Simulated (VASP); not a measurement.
# HgTe in VASP: one cell, several levels of theory

Zincblende HgTe, under -3.0 % equal strain in all directions is computed at one geometry. Runs: PBE, r2SCAN.

Program: VASP 6.6.1. PAW datasets, plane waves. Calculated at 0 K for a non-magnetic cell.

### 1 The cell

The cell comes from an earlier relaxation with r2SCAN in another program.

Space group F-43m (No. 216), cubic; conventional cell a = 6.381 Å, 32.48 Å³ an atom. Near Hg stand 4 Te at 2.76 Å; near Te stand 4 Hg at 2.76 Å.

The structure in full:

Space group F-43m (No. 216). a = 6.381 Å, b = 6.381 Å, c = 6.381 Å, α = 90.00°, β = 90.00°, γ = 90.00°
```csv
atom,site,symmetry,x,y,z
Hg,4a,-43m,0.0000,0.0000,0.0000
Te,4d,-43m,0.2500,0.2500,0.7500
```

### 2 Single point with PBE

Input file INCAR:

```
ENCUT = 520.000000
SIGMA = 0.020000
EDIFF = 1.00e-07
GGA = PE
PREC = Accurate
IBRION = -1
ISIF = 2
ISMEAR = -1
NBANDS = 16
NELM = 120
NSW = 0
LASPH = .TRUE.
LCHARG = .FALSE.
LWAVE = .FALSE.
LREAL = .FALSE.
```

Input file KPOINTS:

```
KPOINTS created by Atomic Simulation Environment
0
Gamma
6 6 6
0 0 0
```

Input file KPOINTS_OPT:

```
special points
6
Reciprocal
0.0000000000 0.0000000000 0.0000000000 1
-0.5000000000 -0.5000000000 0.0000000000 1
-0.3750000000 -0.3750000000 0.2500000000 1
-0.3750000000 0.0000000000 0.3750000000 1
0.0000000000 0.0000000000 0.5000000000 1
-0.5000000000 -0.2500000000 0.2500000000 1
```

Input file POSCAR:

```
Hg Te
 1.0000000000000000
     0.0000000000000000    3.1904831496999999    3.1904831496999999
     3.1904831496999999    0.0000000000000000    3.1904831496999999
     3.1904831496999999    3.1904831496999999    0.0000000000000000
 Hg  Te
   1   1
Cartesian
  0.0000000000000000  0.0000000000000000  0.0000000000000000
  1.5952415748500004  1.5952415748500004  1.5952415748500004
```

The run uses the recommended PBE PAW datasets (18 valence electrons a neutral cell).

Started as:

```
$ mpirun -np 1 vasp_std
```

### 3 r2SCAN

Input file INCAR:

```
ENCUT = 520.000000
SIGMA = 0.020000
EDIFF = 1.00e-07
ALGO = Normal
METAGGA = R2SCAN
PREC = Accurate
IBRION = -1
ISIF = 2
ISMEAR = -1
NBANDS = 16
NELM = 120
NSW = 0
LASPH = .TRUE.
LCHARG = .TRUE.
LELF = .TRUE.
LWAVE = .FALSE.
LREAL = .FALSE.
```

KPOINTS is that of step 2.

KPOINTS_OPT is that of step 2.

POSCAR is that of step 2.

Q: Predict the outcome of this session. Wanted: for each run, gap; pressure.

The runs gave:

| level | gap (eV) | pressure (GPa) |
| --- | --- | --- |
| PBE | 0.00 | 6.04 |
| r2SCAN | 0.00 | 4.63 |

No gap over 0.02 eV opens at any of these levels. Spin-orbit coupling is left out, though the cell holds Hg (Z = 80); in an element this heavy it can shift bands and gaps by tenths of an eV. The pressure is highest with PBE (6.0 GPa) and lowest with r2SCAN (4.6 GPa), which orders the cells that they would relax to.
